The band gap is the energy between the highest filled and the lowest empty electron level of a crystal. Here it was computed for the layered semiconductor InSe by density-functional methods that differ in how they treat exchange, the part of the electron repulsion that follows from the Pauli principle. The atoms stay in the same places throughout, so the spread of the gaps comes from the electronic treatment and not from relaxation of the crystal.

Band gap of layered InSe (space group R3m, 4 atoms in the cell), computed with Ansatz 0.2.0 (plane-wave PAW, no spin polarisation) at fixed atoms in the structure relaxed with r2SCAN+rVV10. The k mesh is 8×8×8 for r2SCAN and LDA, 4×4×4 for HSE06 with spin–orbit coupling (SOC) and 6×6×6 for the rest; the plane-wave cutoff is 500 eV for r2SCAN and 420 eV otherwise.

```tsv
level of theory	band gap (eV)	rough cost in core time (min)
r2SCAN	0.822	0.94
HSE06	1.135	19
PBE0	1.714	20
LDA	0.174	0.33
HSE06+SOC	1.107	30
LC-wPBE	5.433	11
```

The gap grows from 0.17 eV in LDA to 5.43 eV in LC-wPBE, for one and the same solid. What orders the rows is how differently each method treats filled and empty levels. LDA gives every electron the same local potential, whether its level is filled or not. Exact exchange, as in Hartree–Fock theory, attracts mainly the electrons in filled levels, because it removes the repulsion that each of them would otherwise feel from itself. Mixing it in therefore pulls the two edges of the gap apart.

The mixed functionals, called hybrids, differ in the amount of exact exchange and in the distance over which it acts. HSE06 uses a quarter of it between electrons that are close together and none at long range. PBE0 keeps the quarter at all distances. LC-wPBE starts with none at contact and rises to the full amount far away. HSE06 and PBE0 ran on the same mesh, so the step of 0.58 eV between them comes mainly from replacing a quarter of the approximate long-range exchange by exact exchange. Convergence with the mesh wasn't tested, and its error can differ between the two.

The size of this step can be estimated. The long-range part of the repulsion is $\mathrm{erf}(\omega r)/r$ in atomic units, where $r$ is the distance between two electrons and $1/\omega$ is the distance at which this part takes over. It doesn't diverge at small $r$ but levels off at

$$v_0 = \frac{2\omega}{\sqrt{\pi}}.$$

The exchange operator is this repulsion, taken with a minus sign, multiplied by the density matrix, which measures how far the filled orbitals are correlated in space. If the density matrix dies out well within $1/\omega$, the repulsion can be replaced by the constant $v_0$. What remains is $-v_0$ times the projector on the filled orbitals: each filled level sinks by $v_0$, and the empty ones don't move.

The standard value for HSE06, which the runs don't print, is $\omega = 0.11$ per bohr, so $1/\omega$ is 4.8 Å. This gives $v_0 = 3.38$ eV, and a quarter of it is 0.84 eV. For fixed orbitals that is the most that the added exact exchange can open the gap. It contains no property of InSe, so the same ceiling holds for other semiconductors treated with this pair of functionals.

The computed step reaches 69 % of the ceiling. The estimate thus gives the right size but not the exact value. The density matrix of the bonding electrons reaches beyond a single atom, which is expected to weaken the attraction on the filled side and to let some of it reach the empty side. PBE0 also drops a quarter of the approximate long-range exchange that HSE06 retains, and the orbitals readjust. The calculations don't separate these contributions.

The total exchange energy tests the same picture on all electrons at once. In the short-ranged limit each of the 58 electrons that the runs treat explicitly, outside the frozen atomic cores, contributes half of $v_0$, so a quarter of long-range exchange should be worth $0.25 \times 3.38 \times 58/2 = 24.5$ eV. The exact-exchange energies of the two runs differ by 24.0 eV. Compact d shells, which hold most of these electrons, help the agreement, but they can't be the whole reason why it is so much closer than for the gap. The total averages over all filled levels and leaves the empty ones out. The gap depends on just the two levels at its edges, where the short-ranged limit is expected to be poorest.

The two edges show what is taken away as well as what is added. From HSE06 to PBE0 the filled edge sinks by 0.32 eV and the empty edge rises by 0.26 eV, provided that both runs measure energies from the same zero of potential. For fixed orbitals exact exchange can't lift an empty level, since it only attracts. The rise fits the loss of the approximate exchange, which had attracted filled and empty levels alike.

LC-wPBE carries both changes much further. Its long-range fraction is four times that of PBE0, yet four times the PBE0 step makes only 2.3 eV, while the gap lies 5.26 eV above that of LDA. The fraction alone therefore doesn't account for the row. Another difference is the distance at which the added exact exchange sets in. In the step from HSE06 to PBE0 this is 4.8 Å, but with the standard parameter of LC-wPBE it is 1.3 Å, so exchange within a single bond is already affected. That is also where the simple estimate breaks down. It would allow an opening of about 12 eV, because it assumes a density matrix that dies out well within 1.3 Å, while the In–Se bond alone is 2.64 Å long.

So large a gap is a failure of the method for this solid. In a molecule, full exact exchange at long range is sound, since there is little matter to weaken it. In a crystal the other electrons screen the interaction between distant charges, and theory puts the proper long-range fraction near $1/\varepsilon$, where $\varepsilon$ is the electronic dielectric constant. For InSe $\varepsilon$ is roughly 7, a recalled value, which asks for about one seventh. HSE06 with none and PBE0 with a quarter lie on either side of that, and the measured gap, roughly 1.3 eV and likewise recalled, also lies between theirs.

r2SCAN gains 0.65 eV over LDA, two thirds of the gain of HSE06, without any exact exchange. Unlike LDA, it depends on the gradient of the electron density and on the kinetic-energy density of the orbitals. Through the latter its potential acts differently on orbitals of different shape, which can move filled and empty levels apart. That this is what opens the gap here is argued from the form of the functional; no run switches the dependence off, and the gradient may contribute too.

The row with spin–orbit coupling steps out of the sequence, because it adds a relativistic effect to HSE06 and leaves the exchange as it was. Its gap is 0.03 eV smaller, but it was also computed on a coarser mesh, and its total energy lies several eV above that of the HSE06 run, which the coupling doesn't explain. The difference can't be credited to the coupling alone. It is in any case small beside the steps made by exchange.

When a hybrid functional is to give the gap of a semiconductor like this one, a good first question is how much exact exchange it keeps at long range, and whether that is near $1/\varepsilon$ of the material. The next question is from what distance on the exact exchange acts, since the long-range fraction alone doesn't account for the gap of LC-wPBE. The printed analysis below lists the steps, the edge shifts and the estimates.

Output of the analysis:

```
Exchange fractions and band edges:
        row  short-range fraction  long-range fraction  valence edge eV  conduction edge eV  gap eV
     r2SCAN                     0                    0            6.976               7.798   0.822
      HSE06                  0.25                    0            6.785                7.92   1.135
       PBE0                  0.25                 0.25            6.466                8.18   1.714
        LDA                     0                    0            6.889               7.063   0.174
  HSE06+SOC                  0.25                    0            6.831               7.939   1.107
    LC-wPBE                     0                    1            4.427                9.86   5.433
Gap step LDA to r2SCAN, eV: 0.648
Gap step LDA to HSE06, eV: 0.961
r2SCAN step as percentage of HSE06 step, both from LDA: 67.43
Gap step HSE06 to PBE0, eV: 0.579
Gap step HSE06 to HSE06+SOC (mesh differs too), eV: -0.028
Gap step LDA to LC-wPBE, eV: 5.259
Range 1/w in HSE06, angstrom: 4.811
Range 1/w in LC-wPBE, angstrom: 1.323
Long-range kernel at zero distance for HSE06 range, eV: 3.378
Ceiling for HSE06 to PBE0 gap step, eV: 0.8444
Computed step as percentage of ceiling: 68.57
Computed gain in exact-exchange energy HSE06 to PBE0, eV a cell: 24
Same gain in the short-ranged limit, eV a cell: 24.49
Ceiling for LC-wPBE gap opening in the same limit, eV: 12.28
Four times the HSE06 to PBE0 step, eV: 2.316
LC-wPBE opening over four times that step, ratio: 2.271
Valence edge shift HSE06 to PBE0, eV: -0.3187
Conduction edge shift HSE06 to PBE0, eV: 0.2601
Valence edge shift LDA to LC-wPBE, eV: -2.462
Conduction edge shift LDA to LC-wPBE, eV: 2.797
```
